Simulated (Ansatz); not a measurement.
**GeO2, pressure series**

The parent structure is GeO2 in the rutile structure (space group P4_2/mnm, No. 136).

```yaml
crystal:
  lattice:
    - [4.41054, 0.00000, 0.00000]
    - [0.00000, 4.41054, 0.00000]
    - [0.00000, 0.00000, 2.87016]
  atoms:
    - { symbol: Ge, position: [0.00000, 0.00000, 0.00000] }
    - { symbol: Ge, position: [0.50000, 0.50000, 0.50000] }
    - { symbol: O, position: [0.30600, 0.30600, 0.00000] }
    - { symbol: O, position: [0.80600, 0.19400, 0.50000] }
    - { symbol: O, position: [0.19400, 0.80600, 0.50000] }
    - { symbol: O, position: [0.69400, 0.69400, 0.00000] }
```

Cell and atoms are relaxed at each pressure.

Method: r2SCAN in Ansatz (plane waves to 500 eV, PAW, no SOC).

For the base:

The band gap comes out as 2.51 eV.

Task: The aim is a band gap between 4.74 eV and 5.20 eV. Which of these changes reaches it?
(A) pressure 30 GPa
(B) pressure 18 GPa
(C) pressure 45 GPa
(D) pressure 9 GPa
(E) pressure 60 GPa

Result: E, pressure 60 GPa. It gives 4.99 eV; pressure 45 GPa gives 4.45 eV; pressure 30 GPa gives 3.87 eV; pressure 9 GPa gives 2.96 eV; pressure 18 GPa gives 3.37 eV. Changes not listed may reach it too

Load acts through the strain it causes; cell and atoms are relaxed under it. Stability against distortions was not tested. No other phases were tried under pressure.

Ansatz is an electronic-structure program.
